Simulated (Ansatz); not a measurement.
## Magnesium (simple cubic) across density functionals

All rows: Ansatz, plane waves with scalar-relativistic PAW, 420 eV (500 eV for the SCAN forms), relaxed under each functional, no dispersion correction, no zero-point motion. B₀ comes from uniform scaling at fixed shape; a dash is a value not given.

| functional | V (Å³/atom) | cell | B₀ (GPa) | magnetic state | ΔE to hcp (meV/atom) |
| --- | --- | --- | --- | --- | --- |
| PBE | 27.56 | a = 3.021 Å | 23 | spin not included | 378 |
| r²SCAN | 26.83 | a = 2.994 Å | 24 | spin not included | 459 |
| PBEsol | 26.89 | a = 2.996 Å | 24 | spin not included | 393 |
| LDA | 25.88 | a = 2.958 Å | 25 | spin not included | 389 |
| revPBE | 28.32 | a = 3.048 Å | 22 | spin not included | 379 |
| RPBE | 28.49 | a = 3.054 Å | 21 | spin not included | 378 |
| BLYP | 29.54 | a = 3.091 Å | 17 | spin not included | 276 |

LDA gives the smallest volume and BLYP the largest.
